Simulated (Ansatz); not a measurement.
KCl: a film clamped to a substrate

These are results of Ansatz, DFT PBE, scalar-relativistic, plane waves, PAW, not measurements. Settings: plane waves to 420 eV, k-mesh 6×6×6 (Γ-centred), Gaussian smearing 0.05 eV. No spin polarisation. Energies are free energies at this smearing, counted from the undisturbed cell; pressure is positive in compression.

The undisturbed cell (as given, not relaxed at this level; it stands at -0.1 GPa; this CsCl-type form isn't the usual structure):

```xyz
2
Lattice="3.8392 0.0000 0.0000 0.0000 3.8392 0.0000 0.0000 0.0000 3.8392" Properties=species:S:1:pos:R:3 pbc="T T T"
K     0.0000    0.0000    0.0000
Cl    1.9196    1.9196    1.9196
```

The cell (2 atoms, V0 = 56.59 Å³) is strained by p along both x and y and by q along z, fractional coordinates fixed. τp = (1/V0) ∂E/∂p = (σxx + σyy)(1 + p)(1 + q) and τq = (1/V0) ∂E/∂q = σzz(1 + p)², with tension positive.

| p | q | ΔE (meV/atom) | τp (GPa) | τq (GPa) |
| --- | --- | --- | --- | --- |
| 0.000 | 0.000 | 0.00 | 0.11 | 0.05 |
| -0.015 | 0.000 | 1.83 | -1.52 | -0.10 |
| 0.015 | 0.000 | 2.25 | 1.56 | 0.16 |
| 0.000 | -0.015 | 0.82 | -0.03 | -0.68 |
| 0.000 | 0.015 | 1.06 | 0.22 | 0.74 |

Task: Get the second derivatives of the energy density.

Result: Central differences give A = ∂τp/∂p = 103 GPa (C11 + C22 + 2 C12), C = ∂τq/∂q = 47 GPa (C33) and the cross term B = ∂τq/∂p = 8.4 GPa (C13 + C23); ∂τp/∂q = 8.3 GPa must equal B, and any difference shows higher-order terms. The ions are clamped. In a cubic crystal C11 = C = 47, C12 = B/2 = 4.2 GPa and A should be 2(C11 + C12) = 103 GPa; the bulk modulus is (C11 + 2 C12)/3 = 18.5 GPa.

Task: A film of this crystal grows with z along the normal on a substrate that imposes p. How does its thickness respond, and what does the misfit cost?

Result: Count p and q from the stress-free cell. A free surface needs τq = 0, so q = −(B/C) p = -0.18 p. The energy density left is (A − B²/C) p²/2 = M p², with the biaxial modulus M = 51 GPa; a misfit of 1 % costs 0.89 meV/atom, against 0.91 meV/atom if the thickness were held.

At p = -0.030 the energies along q are 14.0 (q = -0.030), 10.0 (q = -0.015), 8.2 (q = 0.000), 8.4 (q = 0.015), 10.5 (q = 0.030) meV/atom.

Task: Does the linear rule hold at this misfit?

Result: A parabola through the lowest point and its neighbours has its minimum at q = 0.006, 8.0 meV/atom. With the stress left in the starting cell, τp0 and τq0, linear elasticity gives q = −(τq0 + Bp)/C = 0.004 and E = V0(τp0 p + τq0 q + Ap²/2 + Bpq + Cq²/2)/N = 7.5 meV/atom. The two agree within a tenth in energy.